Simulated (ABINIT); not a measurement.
# GaN (F-43m) in ABINIT: a series of runs, part 2 of 2

ABINIT 10.8.3 (patched build). The steps go on from the part before.

## 3. Equation of state, PBE+D3(BJ)

Contents of run.abi:

```
ndtset 7
getwfk -1
scalecart1 3*0.9795861087
scalecart2 3*0.9864848297
scalecart3 3*0.9932883884
scalecart4 3*1.0000000000
scalecart5 3*1.0066227096
scalecart6 3*1.0131594038
scalecart7 3*1.0196128224

pp_dirpath "./"
pseudos "Ga.GGA_PBE-JTH.xml, N.GGA_PBE-JTH.xml"

acell 3*1.0
rprim
     0.0000000000     4.2584989699     4.2584989699
     4.2584989699     0.0000000000     4.2584989699
     4.2584989699     4.2584989699     0.0000000000
ntypat 2
znucl 31 7
natom 2
typat 1 2
xred
     0.0000000000     0.0000000000     0.0000000000
     0.2500000000     0.2500000000     0.2500000000

ecut 25.0
pawecutdg 47.0

kptopt 1
ngkpt 10 10 10
nshiftk 1
shiftk 0.0 0.0 0.0

ixc 11
vdw_xc 7

nband 13
occopt 3
tsmear 0.00183747

nstep 100
tolvrs 1.0e-9

iomode 3
prtwf 1
prtden 0
prteig 0
prtebands 0
enunit 1
```

Potentials or basis: JTH PAW PBE v2.0.

The run is started by

```sh
$ abinit run.abi > log 2>&1
```

run.abo:

```text
.Version 10.8.3 of ABINIT
 DATASET    1 : space group F-4 3 m (#216); Bravais cF (face-center cubic)
================================================================================
 Values of the parameters that define the memory need for DATASET  1.
     intxc =       0    ionmov =       0      iscf =      17    lmnmax =      18
     lnmax =       6     mgfft =      30  mpssoang =       3    mqgrid =    3001
     natom =       2  nloc_mem =       2    nspden =       1   nspinor =       1
    nsppol =       1      nsym =      24    n1xccc =       1    ntypat =       2
    occopt =       3   xclevel =       2
       mpw =         891          nfft =       27000          nkpt =          47
 PAW method is used; the additional fine FFT grid is defined by:
   mgfftf=        40    nfftf =     64000
================================================================================
================================================================================
[... 71 lines left out ...]
 DATASET    7 : space group F-4 3 m (#216); Bravais cF (face-center cubic)
================================================================================
 Values of the parameters that define the memory need for DATASET  7.
     intxc =       0    ionmov =       0      iscf =      17    lmnmax =      18
     lnmax =       6     mgfft =      30  mpssoang =       3    mqgrid =    3001
     natom =       2  nloc_mem =       2    nspden =       1   nspinor =       1
    nsppol =       1      nsym =      24    n1xccc =       1    ntypat =       2
    occopt =       3   xclevel =       2
       mpw =         990          nfft =       27000          nkpt =          47
 PAW method is used; the additional fine FFT grid is defined by:
   mgfftf=        40    nfftf =     64000
================================================================================
================================================================================

--------------------------------------------------------------------------------
------------- Echo of variables that govern the present computation ------------
--------------------------------------------------------------------------------
 -outvars: echo values of preprocessed input variables --------
            acell      1.0000000000E+00  1.0000000000E+00  1.0000000000E+00 Bohr
              amu      6.97230000E+01  1.40067400E+01
             ecut      2.50000000E+01 Hartree
           enunit           1
           getwfk          -1
              ixc          11
           jdtset        1    2    3    4    5    6    7
         kptrlatt       10    0    0      0   10    0      0    0   10
          kptrlen1     5.89948583E+01
          kptrlen2     5.94103287E+01
          kptrlen3     5.98200681E+01
          kptrlen4     6.02242700E+01
          kptrlen5     6.06231178E+01
          kptrlen6     6.10167855E+01
          kptrlen7     6.14054379E+01
            natom           2
            nband          13
           ndtset           7
            ngfft          30      30      30
          ngfftdg          40      40      40
             nkpt          47
            nstep         100
             nsym          24
           ntypat           2
           occopt           3
        pawecutdg      4.70000000E+01 Hartree
         pawxcdev           0
           prtden           0
        prtebands           0
           prteig           0
[... 37 lines left out ...]
           xangst6     0.0000000000E+00  0.0000000000E+00  0.0000000000E+00
                       1.1415776652E+00  1.1415776652E+00  1.1415776652E+00
           xangst7     0.0000000000E+00  0.0000000000E+00  0.0000000000E+00
                       1.1488490566E+00  1.1488490566E+00  1.1488490566E+00
            xcart1     0.0000000000E+00  0.0000000000E+00  0.0000000000E+00
                       2.0857832174E+00  2.0857832174E+00  2.0857832174E+00
            xcart2     0.0000000000E+00  0.0000000000E+00  0.0000000000E+00
                       2.1004723155E+00  2.1004723155E+00  2.1004723155E+00
            xcart3     0.0000000000E+00  0.0000000000E+00  0.0000000000E+00
                       2.1149587894E+00  2.1149587894E+00  2.1149587894E+00
            xcart4     0.0000000000E+00  0.0000000000E+00  0.0000000000E+00
                       2.1292494849E+00  2.1292494849E+00  2.1292494849E+00
            xcart5     0.0000000000E+00  0.0000000000E+00  0.0000000000E+00
                       2.1433508860E+00  2.1433508860E+00  2.1433508860E+00
            xcart6     0.0000000000E+00  0.0000000000E+00  0.0000000000E+00
                       2.1572691387E+00  2.1572691387E+00  2.1572691387E+00
            xcart7     0.0000000000E+00  0.0000000000E+00  0.0000000000E+00
                       2.1710100769E+00  2.1710100769E+00  2.1710100769E+00
             xred      0.0000000000E+00  0.0000000000E+00  0.0000000000E+00
                       2.5000000000E-01  2.5000000000E-01  2.5000000000E-01
            znucl       31.00000    7.00000

================================================================================

 chkinp: Checking input parameters for consistency, jdtset=   1.

 chkinp: Checking input parameters for consistency, jdtset=   2.
[... 46 lines left out ...]
 getcut: wavevector=  0.0000  0.0000  0.0000  ngfft=  40  40  40
         ecut(hartree)=     47.000   => boxcut(ratio)=   2.19701

--- Pseudopotential description ------------------------------------------------
- pspini: atom type   1  psp file is ./Ga.GGA_PBE-JTH.xml
 Pseudopotential format is: paw10
 basis_size (lnmax)=  6 (lmn_size= 18), orbitals=   0   0   1   1   2   2
 Spheres core radius: rc_sph= 2.10359248
 Shapefunction is BESSEL type: shapef(r,l)=aa(1,l)*jl(q(1,l)*r)+aa(2,l)*jl(q(2,l)*r)
 Radius for shape functions =  1.80829011
 Compensation charge density is not taken into account in XC energy/potential

- pspini: atom type   2  psp file is ./N.GGA_PBE-JTH.xml
 Pseudopotential format is: paw10
 basis_size (lnmax)=  4 (lmn_size=  8), orbitals=   0   0   1   1
 Spheres core radius: rc_sph= 1.20497474
 Shapefunction is SIN type: shapef(r)=[sin(pi*r/rshp)/(pi*r/rshp)]**2
 Radius for shape functions =  1.00243812
 Compensation charge density is not taken into account in XC energy/potential

   4.80804022E+02                                ecore*ucvol(ha*bohr**3)
--------------------------------------------------------------------------------

================================================================================

--- !BeginCycle
iteration_state: {dtset: 1, }
solver: {iscf: 17, nstep: 100, nline: 4, wfoptalg: 10, }
tolerances: {tolvrs: 1.00E-09, }
...
[... 1258 lines left out ...]
-Cartesian components of stress tensor (GPa)         [Pressure= -7.9967E+00 GPa]
- sigma(1 1)=  7.99672933E+00  sigma(3 2)=  0.00000000E+00
- sigma(2 2)=  7.99672933E+00  sigma(3 1)=  0.00000000E+00
- sigma(3 3)=  7.99672933E+00  sigma(2 1)=  0.00000000E+00

== END DATASET(S) ==============================================================
================================================================================

 -outvars: echo values of variables after computation  --------
            acell      1.0000000000E+00  1.0000000000E+00  1.0000000000E+00 Bohr
           etotal1    -8.9154745615E+01
           etotal2    -8.9156097786E+01
           etotal3    -8.9156951505E+01
           etotal4    -8.9157364648E+01
           etotal5    -8.9157375575E+01
           etotal6    -8.9157035465E+01
           etotal7    -8.9156375824E+01
            fcart1     1.5632617271E-29  1.5632617271E-29 -4.6897851814E-29
                      -1.5632617271E-29 -1.5632617271E-29  4.6897851814E-29
            fcart2     1.5523294693E-29 -5.0075144172E-31 -1.4521791810E-29
                      -1.5523294693E-29  5.0075144172E-31  1.4521791810E-29
            fcart3     1.5914288949E-29  7.9571444744E-30 -3.1828577898E-29
                      -1.5914288949E-29 -7.9571444744E-30  3.1828577898E-29
            fcart4    -0.0000000000E+00 -0.0000000000E+00 -0.0000000000E+00
                      -0.0000000000E+00 -0.0000000000E+00 -0.0000000000E+00
            fcart5     1.0060041133E-29 -1.1532242275E-29  1.2268342846E-30
                      -1.0060041133E-29  1.1532242275E-29 -1.2268342846E-30
[... 38 lines left out ...]
                       0.0000000000E+00  0.0000000000E+00  0.0000000000E+00
           xangst1     0.0000000000E+00  0.0000000000E+00  0.0000000000E+00
                       1.1037489448E+00  1.1037489448E+00  1.1037489448E+00
           xangst2     0.0000000000E+00  0.0000000000E+00  0.0000000000E+00
                       1.1115220808E+00  1.1115220808E+00  1.1115220808E+00
           xangst3     0.0000000000E+00  0.0000000000E+00  0.0000000000E+00
                       1.1191879926E+00  1.1191879926E+00  1.1191879926E+00
           xangst4     0.0000000000E+00  0.0000000000E+00  0.0000000000E+00
                       1.1267503030E+00  1.1267503030E+00  1.1267503030E+00
           xangst5     0.0000000000E+00  0.0000000000E+00  0.0000000000E+00
                       1.1342124430E+00  1.1342124430E+00  1.1342124430E+00
           xangst6     0.0000000000E+00  0.0000000000E+00  0.0000000000E+00
                       1.1415776652E+00  1.1415776652E+00  1.1415776652E+00
           xangst7     0.0000000000E+00  0.0000000000E+00  0.0000000000E+00
                       1.1488490566E+00  1.1488490566E+00  1.1488490566E+00
             xred      0.0000000000E+00  0.0000000000E+00  0.0000000000E+00
                       2.5000000000E-01  2.5000000000E-01  2.5000000000E-01
 Calculation completed.
```

It took 1.8 min on 1 thread of Intel Xeon Platinum 8488C (Sapphire Rapids), shared host; peak memory 0.14 GiB.

Results:

```
Equilibrium volume                      : 11.57 Å³/atom
Bulk modulus                            : 180 GPa
Pressure derivative of the bulk modulus : 4.6
```

Energy against volume, from the lowest point:
```tsv
volume (Å³/atom)	energy (meV/atom)
10.757	35.78
10.986	17.39
11.215	5.77
11.444	0.15
11.673	0.00
11.902	4.63
12.131	13.60
```

Caveat: the cutoff is too short for stress, so the log's stress isn't used; pressures at fixed basis lie under the slope of the energies.

## 4. How close it comes

Step 2. Against the measured gap of GaN, 3.299 eV (direct; 0 K; a printed reference work, textbook), the calculated 1.77 eV is off by -1.53 eV. Spin-orbit coupling on Ga is left out. The value is that of LDA-Teter, without temperature or zero-point motion. Semilocal functionals fall short of measured gaps as a rule. The cell is a database's relaxed one, not the measured one, which moves gaps too.
